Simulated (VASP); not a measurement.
# AlN (P6_3mc) in VASP: a series of runs, part 2 of 2

VASP 6.6.1. The steps go on from the part before.

### 4 G0W0 quasiparticle levels, PBE

POSCAR

```
AlN
1.0
    3.1130000000      0.0000000000      0.0000000000
   -1.5565000000      2.6959370820      0.0000000000
    0.0000000000      0.0000000000      4.9810000000
Al N
2 2
Direct
    0.6666666667      0.3333333333      0.5000000000
    0.3333333333      0.6666666667      0.0000000000
    0.6666666667      0.3333333333      0.8800000000
    0.3333333333      0.6666666667      0.3800000000
```

INCAR.step1

```
SYSTEM = AlN
PREC = Accurate
ENCUT = 450
EDIFF = 1E-8
ISMEAR = 0
SIGMA = 0.01
LREAL = .FALSE.
LASPH = .TRUE.
NELM = 60
ALGO = Normal
LWAVE = .TRUE.
LCHARG = .FALSE.
GGA = PE
```

INCAR.step2

```
SYSTEM = AlN
PREC = Accurate
ENCUT = 450
EDIFF = 1E-8
ISMEAR = 0
SIGMA = 0.01
LREAL = .FALSE.
LASPH = .TRUE.
NELM = 1
ALGO = Exact
LWAVE = .TRUE.
LCHARG = .FALSE.
GGA = PE
NBANDS = 175
LOPTICS = .TRUE.
ISTART = 1
```

INCAR.step3

```
SYSTEM = AlN
PREC = Accurate
ENCUT = 450
EDIFF = 1E-8
ISMEAR = 0
SIGMA = 0.01
LREAL = .FALSE.
LASPH = .TRUE.
ALGO = EVGW0
LWAVE = .FALSE.
LCHARG = .FALSE.
GGA = PE
NELMGW = 1
NBANDS = 175
ENCUTGW = 260
NOMEGA = 48
PRECFOCK = Fast
ISTART = 1
NBANDSGW = 16
```

KPOINTS

```
regular mesh
0
G
  4 4 3
  0 0 0
```

Potentials or basis: VASP PAW PBE potentials, release 64 (Al_GW, N_GW).

Command:

```bash
$ cat potpaw_PBE.64/Al_GW/POTCAR potpaw_PBE.64/N_GW/POTCAR > POTCAR
$ cp INCAR.step1 INCAR
$ mpirun -np 1 vasp_std > vasp.out
$ cp INCAR.step2 INCAR
$ mpirun -np 1 vasp_std > vasp.out
$ cp INCAR.step3 INCAR
$ mpirun -np 1 vasp_std > vasp.out
```

OUTCAR:

```text
SYSTEM = AlN
   PREC = Accurate
   ENCUT = 450
   EDIFF = 1E-8
   ISMEAR = 0
   LREAL = .FALSE.
   LASPH = .TRUE.
   GGA = PE
   NELMGW = 1
   ENCUTGW = 260
   PRECFOCK = Fast
   ISTART = 1

 Found      8 irreducible k-points:

 Following reciprocal coordinates:
            Coordinates               Weight
  0.000000  0.000000  0.000000      1.000000
  0.250000 -0.000000  0.000000      6.000000
  0.500000 -0.000000  0.000000      3.000000
  0.250000  0.250000  0.000000      6.000000
  0.000000  0.000000  0.333333      2.000000
  0.250000 -0.000000  0.333333     12.000000
   k-points           NKPTS =      8   k-points in BZ     NKDIM =     48   number of bands    NBANDS=    175
   number of dos      NEDOS =    301   number of ions     NIONS =      4
   total plane-waves  NPLWV =  20736
   dimension x,y,z NGX =    24 NGY =   24 NGZ =   36
   dimension x,y,z NGXF=    48 NGYF=   48 NGZF=   72
   ions per type =               2   2
   NGX,Y,Z   is equivalent  to a cutoff of  12.82, 12.82, 12.02 a.u.
   NGXF,Y,Z  is equivalent  to a cutoff of  25.63, 25.63, 24.03 a.u.
 SYSTEM =  AlN
   PREC   = accura    normal or accurate (medium, high low for compatibility)
   ISTART =      1    job   : 0-new  1-cont  2-samecut
   ICHARG =      0    charge: 1-file 2-atom 10-const
   ISPIN  =      1    spin polarized calculation?
   LNONCOLLINEAR =      F non collinear calculations
   LSORBIT =      F    spin-orbit coupling
   LASPH  =      T    aspherical Exc in radial PAW
   ENCUT  =  450.0 eV  33.07 Ry    5.75 a.u.   5.38  5.38  8.62*2*pi/ulx,y,z
   NELM   =     60;   NELMIN=  2; NELMDL=  0     # of ELM steps
   EDIFF  = 0.1E-07   stopping-criterion for ELM
   LREAL  =      F    real-space projection
   EDIFFG = 0.1E-06   stopping-criterion for IOM
   NSW    =      0    number of steps for IOM
   IBRION =     -1    ionic relax: 0-MD 1-quasi-New 2-CG
   NFREE  =      0    steps in history (QN), initial steepest desc. (CG)
   ISIF   =      0    stress and relaxation
   ISYM   =      3    0-nonsym 1-usesym 2-fastsym
   POTIM  = 0.5000    time-step for ionic-motion
   TEBEG  =    0.0;   TEEND  =   0.0 temperature during run
   PSTRESS=    0.0 pullay stress
   NELECT =      16.0000    total number of electrons
   NUPDOWN=      -1.0000    fix difference up-down
   EMIN   =  10.00;   EMAX   =-10.00  energy-range for DOS
   EFERMI =   0.00;   METHOD = LEGACY
   ISMEAR =     0;   SIGMA  =   0.01  broadening in eV -4-tet -1-fermi 0-gaus
   EFERMI_NEDOS =   21; number of points for ismear=-14 and -15
   IALGO  =     38    algorithm
   IMIX   =      4    mixing-type and parameters
     AMIX     =   0.40;   BMIX     =  1.00
     AMIX_MAG =   1.60;   BMIX_MAG =  1.00
  volume/ion in A,a.u.               =      10.45        70.52
  Fermi-wavevector in a.u.,A,eV,Ry     =   1.188629  2.246183 19.222843  1.412839
  Thomas-Fermi vector in A             =   2.324754
   LORBIT       =      0    0 simple, 1 ext, 2 COOP (PROOUT), +10 PAW based schemes
   GGA     = PE    functional components
   LHFCALC =     T    Hartree Fock is set to
   PRECFOCK=fast      Normal, Fast or Accurate (Low or Medium for compatibility)
   ENCUT4O =  -1.0   cutoff for four orbital integrals eV
   NKREDX  =     1    reduce k-point grid by
   NKREDY  =     1    reduce k-point grid by
   NKREDZ  =     1    reduce k-point grid by
   AEXX    =    1.0000 exact exchange contribution
   HFSCREEN=    0.0000 screening length (either q_TF or 0.3 A-1)
   HFSCREENC=   0.0000 screening length for correlation (either q_TF or 0.3 A-1)
   ENCUTFOCK=  -1.0 apply spherical cutoff to Coloumb kernel
   IVDW    =     0    specifies the selected vdW correction
   LEPSILON=     F    determine dielectric tensor
   LRPA    =     F    only Hartree local field effects (RPA)
   LRPAFORCE           =     F    calculate RPA forces
   ENCUTGW             = 260.0    cutoff for response function in eV
   ENCUTGWSOFT         = 208.0    soft cutoff for Coulomb kernel in GW response function in eV
   ENCUTLF             =  -1.0    cutoff for local field effects
   NELMGW              =     1    number of iterations in solving QP/BSE equation
   NELMHF              =     1    number of iterations in the inner HF iteration
   NKREDLFX            =     1    NKREDLFY  =   1   NKREDLFZ  =   1
 non-spin polarized calculation
 Gauss-broadening in eV      SIGMA  =   0.01
  energy-cutoff  :      450.00
  volume of cell :       41.80
 maximum number of plane-waves:       929
 NGX is ok and might be reduce to    24
  NGX = 12; NGY = 12; NGZ = 20
   NGX = 11   NGY = 11   NGZ = 17
 maximum number of plane-waves:       416

 QP shifts <psi_nk| G(iteration)W_0 |psi_nk>: iteration 1
 for sc-GW calculations column KS-energies equals QP-energies in previous step
 and V_xc(KS)=  KS-energies - (<T + V_ion + V_H > + <T+V_H+V_ion>^1  + <V_x>^1)

 k-point   1 :       0.0000    0.0000    0.0000
  band No.  KS-energies  QP-energies   sigma(KS)   V_xc(KS)     V^pw_x(r,r')   Z            occupation Imag(sigma)

      1     -10.0517     -11.6663     -17.0483     -14.7935     -24.7724       0.7161       2.0000       1.2551
      2      -7.9009      -9.4289     -18.4601     -16.3505     -25.8675       0.7243       2.0000       1.0270
      3      -0.8685      -2.1870     -14.4615     -12.6477     -18.5133       0.7269       2.0000       0.2058
      4       4.2844       3.2317     -17.6650     -16.3010     -20.6613       0.7718       2.0000       0.0910
      5       4.2844       3.2317     -17.6650     -16.3010     -20.6613       0.7718       2.0000       0.0910
      6       4.9402       3.9686     -18.0217     -16.7686     -20.8670       0.7754       2.0000       0.0862
[... 8 lines left out ...]
     15      18.2584      19.2426      -9.2584     -10.4987      -4.0010       0.7935       0.0000      -0.1594
     16      18.2584      19.2426      -9.2584     -10.4987      -4.0010       0.7935       0.0000      -0.1594
[... 84 lines left out ...]
      1      -8.9399     -10.5057     -17.6025     -15.4331     -25.1425       0.7218       2.0000       1.1393
      2      -8.0738      -9.6061     -18.2102     -16.0983     -25.6254       0.7255       2.0000       1.0434
      3       0.5772      -0.6963     -15.4301     -13.7204     -19.1077       0.7449       2.0000       0.1478
      4       1.6876       0.4709     -16.0462     -14.4378     -19.4158       0.7565       2.0000       0.1212
      5       2.7397       1.5512     -16.2895     -14.7395     -19.4404       0.7668       2.0000       0.1052
      6       3.8308       2.7212     -17.2581     -15.8186     -20.3041       0.7708       2.0000       0.0950
[... 8 lines left out ...]
     15      17.4708      18.3699      -9.3116     -10.4448      -4.1306       0.7934       0.0000      -0.1567
     16      18.3466      19.2855      -9.7666     -10.9654      -4.3008       0.7832       0.0000      -0.2006

 [... further k-points ...]
```

OUTCAR.step1:

```text
SYSTEM = AlN
   PREC = Accurate
   ENCUT = 450
   EDIFF = 1E-8
   ISMEAR = 0
   LREAL = .FALSE.
   LASPH = .TRUE.
   NELM = 60
[... 201 lines left out ...]
     -0.00000      1.79729      0.00000        -0.000000      0.000000     -0.144408
      1.55650      0.89865      4.38328         0.000000      0.000000      0.144408
     -0.00000      1.79729      1.89278        -0.000000     -0.000000      0.144408
 -----------------------------------------------------------------------------------
    total drift:                               -0.000000      0.000000     -0.000160

  FREE ENERGIE OF THE ION-ELECTRON SYSTEM (eV)
  ---------------------------------------------------
  free  energy   TOTEN  =       -29.7778441890 eV

  energy  without entropy=      -29.7778441890  energy(sigma->0) =      -29.77784419
```

OUTCAR.step2:

```text
SYSTEM = AlN
   PREC = Accurate
   ENCUT = 450
   EDIFF = 1E-8
[... 588 lines left out ...]
  --------------------------------------------------------------------------------------------------------------
     0.00000     4.99613     4.99613     4.92294    -0.00000     0.00000    -0.00000
     1.82510     5.22333     5.22333     5.16030    -0.00000     0.00000    -0.00000
     3.65021     6.37823     6.37823     6.54559    -0.00000     0.00000    -0.00000
     5.47531     8.58112     8.58112     8.91511    -0.00000     0.00000    -0.00000
     7.30042     8.22345     8.22345     6.51064     0.00000    -0.00000    -0.00000
     9.12552    -0.01340    -0.01340     1.56385    -0.00000     0.00000     0.00000
[... 92 lines left out ...]
   178.86019     0.98287     0.98287     0.98317    -0.00000    -0.00000     0.00000
   180.68530     0.98324     0.98324     0.98354    -0.00000    -0.00000     0.00000
```

It took 3 min on 1 thread of Intel Xeon Platinum 8488C (Sapphire Rapids), shared host; peak memory 0.54 GiB.

These settings aren't checked as converged: the numbers below hold their error.

What came out:

- Band gap on the k mesh, mean-field level: 4.21 eV, direct
- Quasiparticle gap: 5.80 eV
- Least direct quasiparticle gap: 5.80 eV

Caveat: the k mesh is coarse (spacing up to 0.58 Å⁻¹), so the values aren't converged; the cutoff is under 1.25 times the usual one of these potentials, so pressure, stress and relaxed cells hold a basis-set (Pulay) error; bands, screening cutoff and mesh are small and nothing is extrapolated, so the quasiparticle values aren't converged.

### 5 For comparison

An earlier run on the cell as given: functional PBE; potentials or basis VASP PAW PBE potentials, release 64 (Al, N); cutoff 520 eV; k mesh 10 × 10 × 6; occupations fermi-dirac, width 0.05 eV; no spin polarisation.

- Pressure: 3.5 GPa
- Largest force: 0.129 eV/Å
- Band gap on the k mesh: 4.22 eV, direct
